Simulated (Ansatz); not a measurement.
PtS2:

```xyz
3
Lattice="3.5432 0.0000 0.0000 -1.7716 3.0685 0.0000 0.0000 0.0000 5.0388" Properties=species:S:1:pos:R:3 pbc="T T T"
Pt    0.0000    0.0000    0.0000
S     1.7716    1.0228    3.8950
S     0.0000    2.0457    1.1438
```

Program: Ansatz 0.2.0. Alike in all runs: task band structure; potentials or basis Ansatz PAW; no spin polarisation; cell as given.

Q: Order these runs on this cell by their band gap on the k mesh, lowest first.
A. level PBE+U; U Pt d U = 6 eV; k mesh 9 × 9 × 5; cutoff (eV) 420; smearing fermi-dirac 0.05 eV; points for each segment of the path 14; hubbard projectors ortho-atomic (the default); double counting fll (the default)
B. level B3LYP; k mesh 5 × 5 × 3; cutoff (eV) 420; smearing fermi-dirac 0.05 eV; points for each segment of the path 4
C. level HSE06; k mesh 6 × 6 × 4; cutoff (eV) 420; smearing fixed; level hse06; run kind scf
D. level HSE06; k mesh 5 × 5 × 3; cutoff (eV) 420; smearing fermi-dirac 0.05 eV; points for each segment of the path 4
E. level r2SCAN50; k mesh 5 × 5 × 3; cutoff (eV) 500; smearing fermi-dirac 0.05 eV; points for each segment of the path 4

A: A (0.88 eV), C (1.67 eV), D (1.93 eV), B (2.36 eV), E (3.98 eV).

Caveats: spin-orbit coupling is left out, which moves the levels of the heavy elements; the k mesh misses the band edges, so the gap on the mesh is wider than the one along the path (some runs); forces of over 1 eV/Å show positions far from the minimum, so gaps and moduli don't describe the material at rest (some runs).

Not every run made on this cell is shown here.
